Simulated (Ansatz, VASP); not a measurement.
# SiC: VASP beside Ansatz

INCAR

```
SYSTEM = SiC
PREC = Accurate ; ENCUT = 520
EDIFF = 1E-6 ; ISMEAR = 0
SIGMA = 0.05 ; LREAL = .False.
LASPH = .True. ; NELM = 100
ALGO = Normal ; ISIF = 2
LWAVE = .False. ; LCHARG = .False.
GGA = PS ; NBANDS = 26
```

Contents of KPOINTS:

```
Automatic mesh
0
Gamma
  12 12 4
  0 0 0
```

The input POSCAR:

```
SiC
1.0
    3.0780670649      0.0000000000      0.0000000000
   -1.5390335324      2.6656842728      0.0000000000
    0.0000000000      0.0000000000      9.5384000000
Si C
4 4
Direct
    0.6666666667      0.3333333333      0.9378278494
    0.3333333333      0.6666666667      0.4378278494
    0.0000000000      0.0000000000      0.6878973398
    0.0000000000      0.0000000000      0.1878973398
    0.6666666667      0.3333333333      0.7498191768
    0.3333333333      0.6666666667      0.2498191768
    0.0000000000      0.0000000000      0.5004546340
    0.0000000000      0.0000000000      0.0004546340
```

Input for Ansatz:

```yaml
crystal:
  lattice:
    - [3.0780670649, 0.0, 0.0]
    - [-1.5390335324, 2.6656842728, 0.0]
    - [0.0, 0.0, 9.5384]
  atoms:
    - { symbol: Si, position: [0.6666666667, 0.3333333333, 0.9378278494] }
    - { symbol: Si, position: [0.3333333333, 0.6666666667, 0.4378278494] }
    - { symbol: Si, position: [0.0, 0.0, 0.6878973398] }
    - { symbol: Si, position: [0.0, 0.0, 0.1878973398] }
    - { symbol: C, position: [0.6666666667, 0.3333333333, 0.7498191768] }
    - { symbol: C, position: [0.3333333333, 0.6666666667, 0.2498191768] }
    - { symbol: C, position: [0.0, 0.0, 0.500454634] }
    - { symbol: C, position: [0.0, 0.0, 0.000454634] }
basis:
  ecutwfc: 520.0
kpoints:
  mp_grid: { grid: [12, 12, 4] }
hamiltonian:
  xc: pbesol
  pseudopotentials: { kind: paw, azcp: { folder: soft_1 } }
scf:
  occupations: { method: gaussian, width: 0.05 }
output:
  forces: true
  stress: true
  eigenvalues: true
  write_density: true
  write_potential: true
  elf: true
  volumetric_format: npy
```

Alike in both runs: task single point; functional PBEsol; k mesh 12 × 12 × 4; occupations gaussian, width 0.05 eV; no spin polarisation.

```csv
,VASP,Ansatz
version,VASP 6.6.1,Ansatz 0.2.0
potentials or method,"VASP PAW PBE potentials, release 64 (Si, C)","scalar-relativistic, plane waves, PAW"
plane-wave cutoff (eV),520,520
valence electrons in the cell,32,32
```

```tsv
	VASP	Ansatz	Ansatz less VASP
gap on the k mesh at the Fermi level (eV)	1.86	1.87	+0.014
least direct gap on the mesh (eV)	3.04	3.05	+0.011
pressure (GPa)	14.8	14.5	-0.37
largest component of the traceless stress (GPa)	24.38	24.21	-0.163
rms of the force components (eV/Å)	0.539	0.535	-0.0040
```

Atom by atom the forces differ by 0.004 eV/Å (rms over components). Ansatz warned: «pseudo_functional_mismatch».

Caveats: the PAW data sets were made with another functional, which shifts forces and pressure a little (VASP). A hybrid or GW would open this gap; PBEsol tends to underestimate it. A k mesh can miss the band edges.
